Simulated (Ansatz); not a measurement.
# Nickel, A15 under BLYP: relaxation and energy

The plan for nickel in the A15 structure: relax it, then solve it on a dense k-mesh. The start is ferromagnetic. The k-meshes are 6×6×6 for the relaxation; 8×8×8 for the dense run.

Computed with Ansatz 0.2.0 (DFT BLYP, plane waves (420 eV) with PAW, scalar-relativistic; the PAW data stem from PBE, with regenerated cores, unless a step says otherwise).

### 1 The structure to begin with

Symmetry: Pm-3n, No. 223, cubic system. The conventional cell has a = 4.440 Å, b = 4.440 Å, c = 4.440 Å, α = 90.00°, β = 90.00°, γ = 90.00°. Around Ni (site symmetry m-3) lie 12 Ni at 2.48 Å. Ni (site symmetry -4m2) has 6 Ni at 2.22 to 2.48 Å as nearest neighbours.

Coordinates:

```xyz
8
Lattice="4.4398 0.0000 0.0000 0.0000 4.4398 0.0000 0.0000 0.0000 4.4398" Properties=species:S:1:pos:R:3 pbc="T T T"
Ni    0.0000    0.0000    0.0000
Ni    2.2199    2.2199    2.2199
Ni    1.1100    0.0000    2.2199
Ni    3.3299    0.0000    2.2199
Ni    2.2199    1.1100    0.0000
Ni    2.2199    3.3299    0.0000
Ni    0.0000    2.2199    1.1100
Ni    0.0000    2.2199    3.3299
```

The atoms start with moments of +0.8 ×8 μB.

### 2 Relaxation of the cell

File input.yaml:

```yaml
crystal:
  lattice:
    - [4.4398105893, 0.0, 0.0]
    - [0.0, 4.4398105893, 0.0]
    - [0.0, 0.0, 4.4398105893]
  atoms:
    - { symbol: Ni, position: [0.0, 0.0, 0.0], spin: 0.8 }
    - { symbol: Ni, position: [0.5, 0.5, 0.5], spin: 0.8 }
    - { symbol: Ni, position: [0.25, 0.0, 0.5], spin: 0.8 }
    - { symbol: Ni, position: [0.75, 0.0, 0.5], spin: 0.8 }
    - { symbol: Ni, position: [0.5, 0.25, 0.0], spin: 0.8 }
    - { symbol: Ni, position: [0.5, 0.75, 0.0], spin: 0.8 }
    - { symbol: Ni, position: [0.0, 0.5, 0.25], spin: 0.8 }
    - { symbol: Ni, position: [0.0, 0.5, 0.75], spin: 0.8 }
hamiltonian:
  xc: blyp
  pseudopotentials:
    kind: paw
    azcp:
      Ni: "pseudopotentials/Ni.paw.azcp"
basis:
  ecutwfc: 420
  fft_grid_basis: typed
kpoints:
  mp_grid: { grid: [6, 6, 6], shift: [0, 0, 0] }
magnetization:
  spin_polarized: true
scf:
  occupations: { method: fermi_dirac, width: 0.05 }
relax:
  max_steps: 60
  f_tol: 0.01
  cell: {}
```

Command:

```console
$ ansatz run input.yaml --threads 4 --pin off --max-ram 8192MiB --backend cpu --events-out ev --progress --plain --runs-dir out
```

The program printed, shortened:

```text
Warning: RAYON_NUM_THREADS=4 ignored (pool sized by the plan → 4); use --threads N
[...]
Pseudopotentials: kind: paw
Pseudopotential: Ni, paw, valence charge 18, recommended cutoff 420 eV (normal), <dir>
Functional definition: BLYP
[...]
Crystal: 8 atoms, lattice volume = 87.517 Å³
Basis set: ecut = 420 eV, 1743 PW (Γ), exchange–correlation on 60×60×60 points (8 copies of the dense FFT grid, shifted against one another)
Bands: 91, of which v1, the nominal top of the filled ones, is band 72 counted from 1 (71 counted from 0)
Symmetry: 48 space group operations
Space group: Pm-3n (ITA 223), of the structure as read, at distance tolerance 4.4e-5 Å
Magnetic group: BNS 223.104 (UNI 1606), of the structure as read, at distance tolerance 4.4e-5 Å
k-points: 20 of 216
[...]
Starting moments: Σ|m| = 6.4 μB on 8 of 8 sites
[...]
SCF iter   1: F=—  HF=-46775.171831 eV  |F-HF|=—  |Δ(HF+E_count)|=         —  Δρ=4.89e-2 (↑1.21e-2 ↓4.89e-2)  dr2=1.73e0  dr2_m=3.16e-1  M=6.216 μB ∫|m|=6.560 μB  β_m=0.30  ethr=1.19e-3  ⟨swp⟩=1.8  Hψ=15582  notcnv=0
[...]
spin=Collinear: Kerker preconditioning applied to the charge; magnetization (m = ρ↑ − ρ↓) channel mixes plain (no charge-response kernel on spin).
[...]
relax step   1: F+E_penalty+E_count = -46785.06454095 eV  Δ(F+E_penalty+E_count) = +0.000e0 eV  max|allowed force component| = 5.891e-17 eV/Å  Δτ_max = 0.0000 Å  P = +13.029 GPa  Ω = 87.517 Å³  (17 SCF iters, dr2 threshold 1.00e-7 eV, accepted)
[...]
  atom   1  Ni    -0.00000000    -0.00000000    -0.00000000
  atom   2  Ni    -0.00000000     0.00000000     0.00000000
  atom   3  Ni     0.00000000    -0.00000000    -0.00000000
  atom   4  Ni    -0.00000000     0.00000000     0.00000000
  atom   5  Ni     0.00000000    -0.00000000    -0.00000000
  atom   6  Ni    -0.00000000     0.00000000     0.00000000
  atom   7  Ni     0.00000000     0.00000000    -0.00000000
  atom   8  Ni    -0.00000000    -0.00000000     0.00000000
[...]
--- Stress (GPa, compression-positive) ---
        0.002480      -0.000000       0.000000
       -0.000000       0.002480       0.000000
        0.000000       0.000000       0.002480
  P = ⅓ Tr σ = 0.0025 GPa (0.025 kbar)
--- Relaxed structure (5 steps of the walk, 5 accepted, 2 SCFs on fresh bases) ---
  F+E_penalty+E_count = -46785.29952953 eV   max|allowed force component| = 9.722e-17 eV/Å   (the final SCF, on the basis selected at the relaxed cell)
  cell:  # Å, volume = 93.7008 Å³
    - [4.542007015894912, -2.0463005659114377e-34, -3.069450848867157e-34]
    - [-7.623472696532808e-35, 4.542007015894912, -6.419766481290786e-35]
    - [2.0663623361654715e-34, -6.419766481290786e-35, 4.542007015894912]
  atoms:
    - { symbol: Ni, position: [-2.1491636377621228e-35, 5.648261860084423e-36, -3.6148875904540295e-36] }
    - { symbol: Ni, position: [0.5, 0.5, 0.5] }
    - { symbol: Ni, position: [0.25, -3.14043359420694e-35, 0.5] }
    - { symbol: Ni, position: [0.75, 9.05981202357541e-35, 0.5] }
    - { symbol: Ni, position: [0.5, 0.25, -2.7111656928405235e-36] }
    - { symbol: Ni, position: [0.5, 0.75, -9.037218976135167e-37] }
    - { symbol: Ni, position: [3.408726032560948e-35, 0.5, 0.25] }
    - { symbol: Ni, position: [3.0472372735155463e-35, 0.5, 0.75] }
```

It took 49 s on 4 threads of Arm Neoverse V2, shared host; peak memory 0.65 GiB.

Step by step:

| step | energy change (meV/atom) | largest force (eV/Å) | pressure (GPa) | volume (Å³/atom) |
| --- | --- | --- | --- | --- |
| 1 | 0.00 | 0.0000 | 13.03 | 10.940 |
| 2 | -22.17 | 0.0000 | 5.91 | 11.322 |
| 3 | -28.80 | 0.0000 | 0.64 | 11.661 |
| 4 | -28.87 | 0.0000 | 0.00 | 11.707 |
| 5 | -29.37 | 0.0000 | 0.08 | 11.707 |
| 6 | -29.37 | 0.0000 | 0.00 | 11.713 |
| 7 | -29.37 | 0.0000 | 0.00 | 11.713 |

Steps that repeat a cell are solved on a basis chosen anew, so their changes of energy are no gain of the relaxation.

The cell of the run, before and after:

|  | before | after | change |
| --- | --- | --- | --- |
| a (Å) | 4.440 | 4.542 | +2.3 % |
| b (Å) | 4.440 | 4.542 | +2.3 % |
| c (Å) | 4.440 | 4.542 | +2.3 % |
| volume (Å³/atom) | 10.940 | 11.713 | +7.1 % |
| shortest distance (Å) | 2.220 | 2.271 | +2.3 % |
| space group (spins left aside) | Pm-3n | Pm-3n | same |

### 3 Dense single point

File input.yaml:

```yaml
crystal:
  lattice:
    - [4.5420070159, 0.0, 0.0]
    - [0.0, 4.5420070159, 0.0]
    - [0.0, 0.0, 4.5420070159]
  atoms:
    - { symbol: Ni, position: [1.0, 0.0, 1.0], spin: 0.609 }
    - { symbol: Ni, position: [0.5, 0.5, 0.5], spin: 0.609 }
    - { symbol: Ni, position: [0.25, 1.0, 0.5], spin: 0.599 }
    - { symbol: Ni, position: [0.75, 0.0, 0.5], spin: 0.599 }
    - { symbol: Ni, position: [0.5, 0.25, 1.0], spin: 0.599 }
    - { symbol: Ni, position: [0.5, 0.75, 1.0], spin: 0.599 }
    - { symbol: Ni, position: [0.0, 0.5, 0.25], spin: 0.599 }
    - { symbol: Ni, position: [0.0, 0.5, 0.75], spin: 0.599 }
hamiltonian:
  xc: blyp
  pseudopotentials:
    kind: paw
    azcp:
      Ni: "pseudopotentials/Ni.paw.azcp"
basis:
  ecutwfc: 420
  fft_grid_basis: typed
kpoints:
  mp_grid: { grid: [8, 8, 8], shift: [0, 0, 0] }
magnetization:
  spin_polarized: true
scf:
  occupations: { method: fermi_dirac, width: 0.05 }
output:
  write_density: true
  write_potential: true
  elf: true
  volumetric_format: npy
```

Command:

```console
$ ansatz run input.yaml --threads 4 --pin off --max-ram 8192MiB --backend cpu --events-out ev --progress --plain --runs-dir out
```

The program printed, shortened:

```text
Warning: RAYON_NUM_THREADS=4 ignored (pool sized by the plan → 4); use --threads N
[...]
[... 3 set-up lines as earlier in the session ...]
[...]
Crystal: 8 atoms, lattice volume = 93.701 Å³
Basis set: ecut = 420 eV, 1839 PW (Γ), exchange–correlation on 64×64×64 points (8 copies of the dense FFT grid, shifted against one another)
Bands: 90, of which v1, the nominal top of the filled ones, is band 72 counted from 1 (71 counted from 0)
[... 1 set-up line as earlier in the session ...]
Space group: Pm-3n (ITA 223), of the structure as read, at distance tolerance 4.5e-5 Å
Magnetic group: BNS 223.104 (UNI 1606), of the structure as read, at distance tolerance 4.5e-5 Å
k-points: 35 of 512
[...]
Starting moments: Σ|m| = 4.812 μB on 8 of 8 sites
[...]
SCF iter   1: F=—  HF=-46775.951427 eV  |F-HF|=—  |Δ(HF+E_count)|=         —  Δρ=6.15e-2 (↑2.57e-2 ↓6.15e-2)  dr2=8.89e-1  dr2_m=1.53e0  M=6.115 μB ∫|m|=6.472 μB  β_m=0.30  ethr=6.13e-4  ⟨swp⟩=2.2  Hψ=26430  notcnv=0
[...]
spin=Collinear: Kerker preconditioning applied to the charge; magnetization (m = ρ↑ − ρ↓) channel mixes plain (no charge-response kernel on spin).
[...]
SCF iter  14: F=-46785.290414 eV  HF=-46785.290414 eV  |F-HF|=5.36e-8  |Δ(HF+E_count)|=   7.33e-9  Δρ=7.42e-6 (↑1.73e-6 ↓7.42e-6)  dr2=5.88e-8  dr2_m=7.78e-9  M=4.792 μB ∫|m|=5.365 μB  ethr=7.17e-12  ⟨swp⟩=7.0  Hψ=24241  notcnv=0
[...]
SCF converged after 14 iterations
Magnetization: 4.7924 μB (74.3962 up, 69.6038 down)
Absolute magnetization: 5.3701 μB (∫|ρ↑−ρ↓|, with the PAW one-centre terms)
Spin contamination: 0.0415 ħ² per cell (⟨S²⟩ above its minimum at these occupations)
[...]
Free energy (F): -46785.290414 eV
[...]
E sigma→0 (E₀):  -46785.210681 eV
Entropy (-TS):   -0.159466 eV (-19.933 meV/atom)
Fermi energy:    16.964462 eV
[...]
--- Band table (eV; the first three rows and the last of 70) ---
[...]
```

Wall time 19 s (4 threads of Arm Neoverse V2, shared host); peak memory 0.79 GiB.

Density in a lattice plane of the grid's cell (edges 4.54 and 4.54 Å, at 0.000 of the third edge), which holds Ni. It is the smooth density of the valence electrons, not physical close to the nuclei.

Values in e/Å³, 12 rows by 12 columns:
```
17.88  6.40  0.86  0.26  0.24  0.30  0.35  0.30  0.24  0.26  0.86  6.40
 1.58  0.87  0.35  0.21  0.20  0.22  0.23  0.22  0.20  0.21  0.35  0.87
 0.31  0.30  0.30  0.28  0.24  0.20  0.19  0.20  0.24  0.28  0.30  0.30
 0.27  0.37  0.90  1.51  0.86  0.34  0.24  0.34  0.86  1.51  0.90  0.37
 0.36  0.85  6.94 18.39  7.10  0.96  0.38  0.96  7.10 18.39  6.94  0.85
 0.40  1.35 16.95 51.95 17.61  1.65  0.46  1.65 17.61 51.95 16.95  1.35
 0.36  0.85  6.94 18.39  7.10  0.96  0.38  0.96  7.10 18.39  6.94  0.85
 0.27  0.37  0.90  1.51  0.86  0.34  0.24  0.34  0.86  1.51  0.90  0.37
 0.31  0.30  0.30  0.28  0.24  0.20  0.19  0.20  0.24  0.28  0.30  0.30
 1.58  0.87  0.35  0.21  0.20  0.22  0.23  0.22  0.20  0.21  0.35  0.87
17.88  6.40  0.86  0.26  0.24  0.30  0.35  0.30  0.24  0.26  0.86  6.40
60.69 17.88  1.58  0.31  0.27  0.36  0.40  0.36  0.27  0.31  1.58 17.88
```
Columns run along the first of these edges and rows up along the second, over one cell in 12 and 12 even steps from the bottom left corner. Atoms in the plane (fractional): Ni at (0.00, 0.00), Ni at (0.25, 0.50), Ni at (0.75, 0.50).

Spin density (up less down) in a lattice plane of the grid's cell (edges 4.54 and 4.54 Å, at 0.000 of the third edge), which holds Ni.

Ten even steps from ' ' (-0.01 e/Å³) to '@' (2.73 e/Å³):
```
**==..                                      ..==
....                                          ..
                                                
                                                
                                                
                                                
                                                
          ......                  ......        
        ::==++==::              ::==++==::      
        --**%%**--..          ..--**%%**--      
        ::==++==::              ::==++==::      
          ......                  ......        
                                                
                                                
                                                
                                                
                                                
....                                          ..
**==..                                      ..==
@@**::                                      ::**
```
Columns run along the first of these edges and rows up along the second, over one cell in 24 and 20 even steps from the bottom left corner. Atoms in the plane (fractional): Ni at (0.00, 0.00), Ni at (0.25, 0.50), Ni at (0.75, 0.50).

### 4 Summary of results

| quantity | value |
| --- | --- |
| space group (spins left aside) | Pm-3n (No. 223) |
| conventional cell | a = 4.542 Å |
| volume | 11.713 Å³/atom |
| shortest distance | 2.271 Å |
| gap on the mesh | none (levels filled in part) |
| magnetic state | ferromagnetic, up to 0.64 μB per atom |
| relative to fcc, ferromagnetic | +127 meV/atom |

In words: The relaxation enlarged the cell by 7.1 % in volume. It lies 127 meV/atom above the element's reference form at the same level (fcc, ferromagnetic, from a run of its own). The final state is ferromagnetic (largest moment 0.64 μB). Levels at the Fermi energy are filled in part, as in a metal. Relaxation kept the symmetry; phonons were not checked.
